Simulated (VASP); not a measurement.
**BN: relaxation of cell and atoms with RPBE+D4**

BN:

```xyz
2
Lattice="1.2511 0.7223 3.3729 -1.2511 0.7223 3.3729 0.0000 -1.4447 3.3729" Properties=species:S:1:pos:R:3 pbc="T T T"
N     0.0000    0.0000    6.7517
B     0.0000    0.0000    0.0033
```

The cell is a database's computed one.

```json
{
 "Program": "VASP 6.6.1",
 "Task": "relaxation of cell and atoms",
 "Functional": "RPBE",
 "Dispersion": "D4",
 "Potentials or basis": "VASP PAW PBE potentials, release 64 (N, B)",
 "Cutoff": "600 eV",
 "k mesh": "12 × 12 × 12",
 "Occupations": "fermi-dirac, width 0.05 eV",
 "Spin": "no spin polarisation",
 "Further INCAR settings": "ALGO = Normal; EDIFF = 1e-06; IBRION = 2; EDIFFG = -0.01; NSW = 60; ISIF = 3"
}
```

| Property | Result |
| --- | --- |
| Relaxed volume | 8.29 Å³/atom |
| Relaxed cell | a = 3.370 Å, b = 3.370 Å, c = 3.370 Å, α = 43.71°, β = 43.71°, γ = 43.71° |
| Space group after relaxing (to 0.05 Å) | R3m (No. 160) |
| Energy gained by relaxing | 9.4 meV/atom |
| Ionic steps | 13 |
| Pressure after relaxing | 0.0 GPa |
| Band gap on the k mesh | 4.07 eV, indirect (least direct gap 4.79 eV) |
| Dispersion energy per atom | -0.408 eV |

The path:
| step | energy change (eV) | largest force (eV/Å) | pressure (GPa) | volume (Å³) |
| --- | --- | --- | --- | --- |
| 1 | 0.0000 | 0.0043 | 1.51 | 18.29 |
| 2 | 0.0018 | 0.0049 | -5.14 | 18.52 |
| 3 | -0.0020 | 0.0005 | -1.33 | 18.38 |
| 4 | -0.0039 | 0.0037 | -1.31 | 18.25 |
| 5 | -0.0093 | 0.0173 | -1.17 | 17.85 |
| 6 | -0.0172 | 0.0517 | -0.73 | 17.05 |
| 7 | -0.0022 | 0.1739 | 1.66 | 15.46 |
| 8 | -0.0184 | 0.0652 | -0.48 | 16.78 |
| 9 | -0.0186 | 0.0746 | -0.32 | 16.62 |
| 10 | -0.0161 | 0.1736 | 2.72 | 16.41 |
| 11 | -0.0188 | 0.0191 | 0.34 | 16.57 |
| 12 | -0.0180 | 0.0846 | -1.58 | 16.64 |
| 13 | -0.0188 | 0.0011 | 0.01 | 16.59 |

Final structure:
```
N B
1.0
     1.25445    0.72426    3.04262
    -1.25445    0.72426    3.04262
     0.00000   -1.44852    3.04262
N B
1 1
Direct
  0.66750 0.66750 0.66750
  0.00007 0.00007 0.00007
```

Levels at points of the mesh, in eV from the valence-band top:
```
           k point  band 2  band 3  band 4  band 5  band 6  band 7
(0.00, 0.00, 0.00)   -3.53   -1.33   -1.33    6.02   11.62   11.62
(0.50, 0.00, 0.00)   -9.06   -4.07   -0.45    5.44   10.04   13.74
(0.50, 0.50, 0.00)   -8.81   -4.21   -1.43    4.07    9.66   15.20
(0.50, 0.50, 0.50)   -6.60   -1.37   -1.37   11.23   11.47   11.47
```

It took 13 min on 1 thread of AMD EPYC 7R43 64-Core Processor (Zen 3), with other jobs on the host, peak memory 0.14 GiB.

Caveat: the PAW data sets were made with another functional, which shifts forces and pressure a little. RPBE gaps usually lie below the measured ones, often by a third to a half.
